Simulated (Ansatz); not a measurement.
Ansatz (a program for electronic structure) input:

Ansatz 0.2 input:
```yaml
crystal:
  lattice:
    - [4.8902528913, 0.0, 0.0]
    - [-2.4451264457, 4.2350832348, 0.0]
    - [0.0, 0.0, 5.6141302212]
  atoms:
    - { symbol: Ge, position: [0.4459140335, 0.0, 0.3333333333] }
    - { symbol: Ge, position: [0.0, 0.4459140335, 0.6666666667] }
    - { symbol: Ge, position: [0.5540859665, 0.5540859665, 0.0] }
    - { symbol: O, position: [0.3913999579, 0.3112126078, 0.2486033655] }
    - { symbol: O, position: [0.6887873922, 0.0801873501, 0.5819366988] }
    - { symbol: O, position: [0.9198126499, 0.6086000421, 0.9152700322] }
    - { symbol: O, position: [0.3112126078, 0.3913999579, 0.7513966345] }
    - { symbol: O, position: [0.0801873501, 0.6887873922, 0.4180633012] }
    - { symbol: O, position: [0.6086000421, 0.9198126499, 0.0847299678] }
kpoints:
  mp_grid: { grid: [7, 7, 5] }
hamiltonian:
  xc: lda
  pseudopotentials: { kind: paw }
scf:
  occupations: { method: fixed }
phonons:
  method: dfpt
  response_accuracy: low
  eigenvectors: true
  rigid_motions: translations
  dielectric: true
  raman: true
```

Output (shortened):

```
Pseudopotential: Ge, paw, valence charge 14
Pseudopotential: O, paw, valence charge 6
Functional definition: SPW92
Crystal: 9 atoms, lattice volume = 116.272 Å³
Basis set: ecut = 420 eV, 2281 PW (Γ), exchange–correlation on 72×72×96 points (8 copies of the dense FFT grid, shifted against one another)
Bands: 48, of which v1, the nominal top of the filled ones, is band 39 counted from 1 (38 counted from 0)
Symmetry: 6 space group operations
k-points: 123 of 245 (irreducible under 1 space group operation, time reversal used)
SCF 1 converged in 9 iterations: F = -15978.202350 eV  dr2 = 1.76e-11
── the response to a field inside a basis, on 8×8×6 k-points: an SCF that follows is theirs, and a resumed run solves both again ──
Crystal: 9 atoms, lattice volume = 116.272 Å³
Bands: 40, of which v1, the nominal top of the filled ones, is band 39 counted from 1 (38 counted from 0)
k-points: 108 of 384 (irreducible under 2 space group operations, time reversal used)
SCF 1 converged in 7 iterations: F = -15978.015277 eV  dr2 = 7.16e-11
SCF converged after 9 iterations
Free energy (F): -15978.202350 eV
Harris-Foulkes:  -15978.202350 eV  (|F-HF|=7.28e-12)
Internal energy: -15978.202350 eV  (E = F + TS)
E sigma→0 (E₀):  -15978.202350 eV
Fermi energy:    3.967608 eV
--- Per-component energies (eV) ---
  E_band       = -676.948523
  E_kinetic    = 1382.969397
  E_local      = -10488.055157  (includes V_loc(G=0)·N_el)
  E_nonlocal   = 1588.794279
  E_hartree    = 4397.030200
  E_xc         = -654.733960
  E_vxc        = -748.114484  (∫ρ·V_xc dr)
  E_paw        = -6728.712214  (= ΣΔE_a)
  E_vpaw       = -1206.618874  (= ΣTr[D̂ρ^β])
  E_aug_tail   = 0.015896  (compensation charges beyond the density's cutoff)
  E_ewald      = -5481.817298
  E_core_change = 6.306508  (= ΣΔE_core)
  E_smearing   =  0.000000  (= −TS)
  E_closure    =  0.000000  (closes the sum)
  Σ components = -15978.202350   (vs F -15978.202350, Δ=0.00e0)
--- Band table (eV; the first three rows and the last of 123) ---
  k-point 0: bands = ["-19.2836", "-19.2783", "-19.2783", "-19.1918", "-19.1918", "-18.9960", "-18.9960", "-18.9856", "-18.9654", "-18.8767", "-18.8687", "-18.8687", "-18.8424", "-18.8424", "-18.8180", "-14.7932", "-12.8693", "-12.8693", "-11.9800", …
  k-point 1: bands = ["-19.2827", "-19.2801", "-19.2774", "-19.2264", "-19.1450", "-19.0009", "-18.9976", "-18.9914", "-18.9679", "-18.8797", "-18.8748", "-18.8594", "-18.8453", "-18.8370", "-18.8196", "-14.6915", "-13.4156", "-12.4169", "-11.9707", …
  k-point 2: bands = ["-19.2813", "-19.2804", "-19.2782", "-19.2447", "-19.0918", "-19.0402", "-18.9977", "-18.9837", "-18.9748", "-18.8862", "-18.8697", "-18.8629", "-18.8359", "-18.8339", "-18.8256", "-14.3991", "-13.9536", "-12.1587", "-11.9546", …
  k-point 122: bands = ["-19.2788", "-19.2674", "-19.2574", "-19.2124", "-19.1475", "-19.0609", "-18.9916", "-18.9870", "-18.9760", "-18.8726", "-18.8679", "-18.8593", "-18.8476", "-18.8413", "-18.8297", "-14.1973", "-13.4218", "-12.7378", "-12.1609", …
--- Phonons (Γ-DFPT): 6 representative perturbations + reference, on 123 of 245 k-points (Σ response iterations 22) ---
  ASR residual: 4.034e-4 → 0.000e0 eV/Å²; symmetrization residual: 8.791e-5 eV/Å²
  ASR residual per site (eV/Å²): 1.04e-4 7.12e-5 7.12e-5 3.50e-4 2.87e-4 4.03e-4 4.03e-4 3.50e-4 2.87e-4
  Γ frequencies (cm⁻¹): 0.00 0.00 0.00 120.92 120.92 158.86 203.77 203.77 226.27 232.75 232.75 249.87 308.09 308.09 321.93 447.49 520.69 520.69 532.88 581.88 581.88 822.47 822.47 844.33 847.76 919.37 919.37
  ε∞ (high-frequency dielectric tensor):
        3.197237     0.000000     0.000000
        0.000000     3.197237     0.000000
        0.000000     0.000000     3.324045
  ε⁰ (static dielectric tensor: ions relaxed, cell fixed):
        6.427036     0.000000     0.000000
        0.000000     6.427036     0.000000
        0.000000     0.000000     6.573102
  ε⁰ − ε∞ (ionic part):
        3.229799     0.000000     0.000000
        0.000000     3.229799     0.000000
        0.000000     0.000000     3.249057
  softest optical mode at Γ: 120.92 cm⁻¹; the repairs (sum rule, projections) moved no ω² at Γ by more than (7.18 cm⁻¹)²
  Born effective charges Z* (e; rows j = field, columns β = displacement):
    site 0:
         3.06044    0.00000    0.00000
         0.00000    3.66374    0.71703
         0.00000   -0.52160    3.59803
    site 1:
         3.51292    0.26124   -0.62097
         0.26124    3.21127   -0.35851
         0.45171    0.26080    3.59803
    site 2:
         3.51292   -0.26124    0.62097
        -0.26124    3.21127   -0.35851
        -0.45171    0.26080    3.59803
    site 3:
        -1.30660    0.50984   -0.29923
         0.41825   -2.05549    0.69521
        -0.16369    0.75595   -1.79902
    site 4:
        -1.46640   -0.51051   -0.45245
        -0.60209   -1.89570   -0.60675
        -0.57283   -0.51973   -1.79902
    site 5:
        -2.27014    0.13805    0.75169
         0.04647   -1.09195   -0.08846
         0.73652   -0.23622   -1.79902
    site 6:
        -2.27014   -0.13805   -0.75169
        -0.04647   -1.09195   -0.08846
        -0.73652   -0.23622   -1.79902
    site 7:
        -1.30660   -0.50984    0.29923
        -0.41825   -2.05549    0.69521
         0.16369    0.75595   -1.79902
    site 8:
        -1.46640    0.51051    0.45245
         0.60209   -1.89570   -0.60675
         0.57283   -0.51973   -1.79902
  Z* charge neutrality: 5.576e-3 e pre-enforcement
  solved inside a basis spanned on kpoints, on 8×8×6 k-points: ε∞ is read to err by 1.3e-2, Z* by 1.8e-2 e (field_mesh: kpoints solves on kpoints) …
  Raman tensors (in the event stream and the table raman_tensors.tsv) …
  optical modes at Γ without the LO–TO term, one row a degenerate level:
      ω (cm⁻¹)  modes    IR ((D/Å)²/amu)  static Raman (Å⁴/amu)  depolarisation
        120.92      2             0.1049                 2.9666           0.750
        158.86      1             0.0000                 7.1393           0.058
        203.77      2             1.5291                 0.8788           0.750
        226.27      1             4.4843                 0.0000               —
        232.75      2             4.7252                 1.9209           0.750
        249.87      1             0.0000                 4.1257           0.150
        308.09      2             9.7912                 1.3753           0.750
        321.93      1             0.4539                 0.0000               —
        447.49      1             0.0000               304.4105           0.002
        520.69      2             5.8198                25.0382           0.750
        532.88      1            13.1560                 0.0000               —
        581.88      2             5.0506                 4.4008           0.750
        822.47      2            54.3276                 6.6299           0.750
        844.33      1            27.6800                 0.0000               —
        847.76      1             0.0000                12.9025           0.728
        919.37      2             0.9038                 2.5343           0.750
  optical modes at Γ + LO–TO along q̂ = [1.0000, 0.0000, 0.0000]:
      ω (cm⁻¹)  modes    IR ((D/Å)²/amu)  static Raman (Å⁴/amu)  depolarisation
        120.92      1             0.0525                 1.4833           0.750
        121.48      1             0.0108                 1.3794           0.750
        158.86      1             0.0000                 7.1393           0.058
        203.77      1             0.7645                 0.4394           0.750
        207.20      1             0.0751                 0.4856           0.750
        226.27      1             4.4843                 0.0000               —
        232.75      1             2.3626                 0.9604           0.750
        246.98      1             0.5320                 1.0851           0.750
        249.87      1             0.0000                 4.1257           0.150
        308.09      1             4.8956                 0.6877           0.750
        321.93      1             0.4539                 0.0000               —
        344.34      1             3.1238                 0.1740           0.750
        447.49      1             0.0000               304.4105           0.002
        520.69      1             2.9099                12.5191           0.750
        531.76      1             1.3447                14.0417           0.750
        532.88      1            13.1560                 0.0000               —
        581.88      1             2.5253                 2.2004           0.750
        593.01      1             1.9498                 2.8582           0.750
        822.47      1            27.1638                 3.3150           0.750
        844.33      1            27.6800                 0.0000               —
        847.76      1             0.0000                12.9025           0.728
        909.93      1            11.1246                 3.6225           0.750
        919.37      1             0.4519                 1.2672           0.750
        934.31      1            22.9654                11.3729           0.750
  optical modes at Γ + LO–TO along q̂ = [0.0000, 1.0000, 0.0000]:
      ω (cm⁻¹)  modes    IR ((D/Å)²/amu)  static Raman (Å⁴/amu)  depolarisation
        120.92      1             0.0525                 1.4833           0.750
        121.48      1             0.0108                 1.3794           0.750
        158.86      1             0.0000                 7.1393           0.058
        203.77      1             0.7645                 0.4394           0.750
        207.20      1             0.0751                 0.4856           0.750
        226.27      1             4.4843                 0.0000               —
        232.75      1             2.3626                 0.9604           0.750
        246.98      1             0.5320                 1.0851           0.750
        249.87      1             0.0000                 4.1257           0.150
        308.09      1             4.8956                 0.6877           0.750
        321.93      1             0.4539                 0.0000               —
        344.34      1             3.1238                 0.1740           0.750
        447.49      1             0.0000               304.4105           0.002
        520.69      1             2.9099                12.5191           0.750
        531.76      1             1.3447                14.0417           0.750
        532.88      1            13.1560                 0.0000               —
        581.88      1             2.5253                 2.2004           0.750
        593.01      1             1.9498                 2.8582           0.750
        822.47      1            27.1638                 3.3150           0.750
        844.33      1            27.6800                 0.0000               —
        847.76      1             0.0000                12.9025           0.728
        909.93      1            11.1246                 3.6225           0.750
        919.37      1             0.4519                 1.2672           0.750
        934.31      1            22.9654                11.3729           0.750
  optical modes at Γ + LO–TO along q̂ = [0.0000, 0.0000, 1.0000]:
      ω (cm⁻¹)  modes    IR ((D/Å)²/amu)  static Raman (Å⁴/amu)  depolarisation
        120.92      2             0.1049                 2.9666           0.750
        158.86      1             0.0000                 7.1393           0.058
        203.77      2             1.5291                 0.8788           0.750
        232.75      2             4.7252                 1.9209           0.750
        249.87      1             0.0000                 4.1257           0.150
        257.52      1             1.6183                 0.0000               —
        308.09      2             9.7912                 1.3753           0.750
        325.15      1             0.3067                 0.0000               —
        447.49      1             0.0000               304.4105           0.002
        520.69      2             5.8198                25.0382           0.750
        581.88      2             5.0506                 4.4008           0.750
        582.48      1             7.2026                 0.0000               —
        822.47      2            54.3276                 6.6299           0.750
        847.76      1             0.0000                12.9025           0.728
        919.37      2             0.9038                 2.5343           0.750
        944.98      1            36.6465                 0.0000               —
```

Cost: about 50 core-minutes (a rough figure) on shared cores.

Space group P3_121. Symmetry was held in the LDA relaxation; phonons on a q-mesh show no instability. Spin–orbit coupling is left out wherever it is not named.

Potentials: the later of the program's two PAW sets.

Ansatz is a plane-wave DFT program.
